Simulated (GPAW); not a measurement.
PbO2:

```
Pb O
1.0
     0.00000    2.70199    2.70199
     2.70199    0.00000    2.70199
     2.70199    2.70199    0.00000
Pb O
1 2
Direct
  0.00000 0.00000 0.00000
  0.75000 0.75000 0.75000
  0.25000 0.25000 0.25000
```

The cell comes from a database or a generator and needn't be the stable form of this composition.

Base run:

| Property | Result |
| --- | --- |
| Program | GPAW 26.7.0 |
| Functional | RPBE |
| Potentials or basis | the program's PAW data sets (release 1.2.1) made for this functional |
| Cutoff | 800 eV |
| Basis | pw |
| k mesh | 9 × 9 × 9 |
| Occupations | gaussian, width 0.02 eV |
| Spin | no spin polarisation |

Its results: band gap on the k mesh none (metal or under the smearing width); pressure 2.7 GPa.

The run is repeated on the same cell with these changes: functional from RPBE to PBE; potentials or basis from the program's PAW data sets (release 1.2.1) made for this functional to GPAW PAW data sets (gpaw-data 1.2.1). What comes out?

Band gap on the k mesh none (metal or under the smearing width); pressure -1.1 GPa.
